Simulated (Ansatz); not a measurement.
## One input, then a changed one: Al (bcc type)

First run: DFT, PBE, all-electron LAPW, scalar-relativistic (Ansatz 0.2.0).

Command: `ansatz run input.yaml --threads 1 --pin off --max-ram 3584MiB --backend cpu --events-out ev --progress --plain --runs-dir out` It took 4.5 s on 1 thread of Arm Neoverse V1, with other jobs on the host, peak memory 0.23 GiB.

```yaml
crystal:
  lattice:
    - [3.2360515124, 0.0, 0.0]
    - [0.0, 3.2360515124, 0.0]
    - [0.0, 0.0, 3.2360515124]
  atoms:
    - { symbol: Al, position: [0.0, 0.0, 0.0] }
    - { symbol: Al, position: [0.5, 0.5, 0.5] }
kpoints:
  mp_grid: { grid: [11, 11, 11] }
scf:
  occupations: { method: fermi_dirac, width: 0.1 }
hamiltonian:
  xc: pbe
  pseudopotentials: { kind: all_electron, lapw: { basis_error: 0.001 } }
output:
  forces: true
  stress: true
  eigenvalues: true
```

The cell comes from a relaxation on PAW files under the same functional, begun from a prototype that needn't be the stable phase.

This run: bulk in the slab's orientation.

It converges in 5 SCF iterations at a pressure of 0.03 GPa.

The input is then changed:

```diff
   occupations: { method: fermi_dirac, width: 0.1 }
+  mixing: { algorithm: anderson, beta: 0.9 }
 hamiltonian:
   eigenvalues: true
+accuracy: medium
```

Q: What does the second run give?

A: It converges in 5 SCF iterations at a pressure of 0.03 GPa, free energy 0.0 meV/atom against the first run's. Results part of its log:
```
SCF 1 converged in 5 iterations: F = -13214.874477 eV  dr2 = 5.72e-10
SCF converged after 5 iterations
Stability not checked: this state was not tested for a lower state beside it, because the mixer in use, unlike msr1, does not test its closes by its own steps (another_mixer; see scf.mixing.algorithm and scf.lower_state_search)
Free energy (F): -13214.874477 eV
Harris-Foulkes:  -13214.874477 eV  (|F-HF|=4.17e-10)
Internal energy: -13214.846428 eV  (E = F + TS)
E sigma→0 (E₀):  -13214.860453 eV
Entropy (-TS):   -0.028049 eV (-14.024 meV/atom)
Fermi energy:    9.547741 eV
--- Per-component energies (eV) ---
  E_band       = -1010.021086
  E_kinetic    = 13241.922119
  E_xc         = -1013.959986
  E_electrostatic = -25442.808562  (all electrons and nuclei)
  E_smearing   = -0.028049  (= −TS)
  E_closure    = 0.000000  (closes the sum)
  E_atoms      = -13207.565847  (free atoms, spherical and without spin; not in F)
  Σ components = -13214.874477   (vs F -13214.874477, Δ=0.00e0)
  Basis errors (estimates in eV, not in F): energy 3.3e-4 per atom: plane waves 3.0e-4 (1.6e-4 summed), levels above the bands 7.8e-53, relativity 3.4e-9, radial functions 2.7e-5, core shells 1.0e-16; eigenvalues (radial functions only) 8.6e-5; not estimated: angular momenta, meshes, grids; target (lapw.basis_error) 1.0e-3; muffin-tin radii Al 1.401 Å
--- Forces (eV/Å), atoms counted from 1 ---
  atom   1  Al    -0.00000000     0.00000000     0.00000000
  atom   2  Al     0.00000000     0.00000000     0.00000000
  max |Σ_I F_I| component: 3.08e-32 eV/Å
--- Stress (GPa, compression-positive) ---
        0.027625      -0.000000       0.000000
       -0.000000       0.027625      -0.000000
        0.000000      -0.000000       0.027625
  P = ⅓ Tr σ = 0.0276 GPa (0.276 kbar)
--- Band table (eV; the first three rows and the last of 56) ---
  k-point 0: bands = ["-93.9697", "-93.9648", "-55.4402", "-55.4402", "-55.4402", "-55.4239", "-55.4239", "-55.4239", "-1.4485", "11.3218", "11.3218", "11.3218", "12.5256", "12.5256", "14.7776", "22.5960", "22.5960", "22.5960", "23.8181"]
  k-point 1: bands = ["-93.9696", "-93.9649", "-55.4401", "-55.4399", "-55.4399", "-55.4245", "-55.4243", "-55.4243", "-1.3315", "9.7142", "11.4245", "11.4245", "12.6427", "13.6660", "15.5440", "21.3308", "21.3308", "22.7101", "23.0948"]
  k-point 2: bands = ["-93.9693", "-93.9652", "-55.4396", "-55.4389", "-55.4389", "-55.4259", "-55.4252", "-55.4252", "-0.9812", "7.7089", "11.7328", "11.7328", "12.9939", "14.3597", "17.7448", "19.5636", "19.5636", "21.8185", "21.9223"]
  k-point 55: bands = ["-93.9669", "-93.9669", "-55.4369", "-55.4355", "-55.4355", "-55.4325", "-55.4325", "-55.4311", "7.0393", "8.0520", "8.0520", "8.7737", "9.2495", "9.2495", "10.2337", "10.8944", "30.2805", "30.3957", "30.3957"]
```
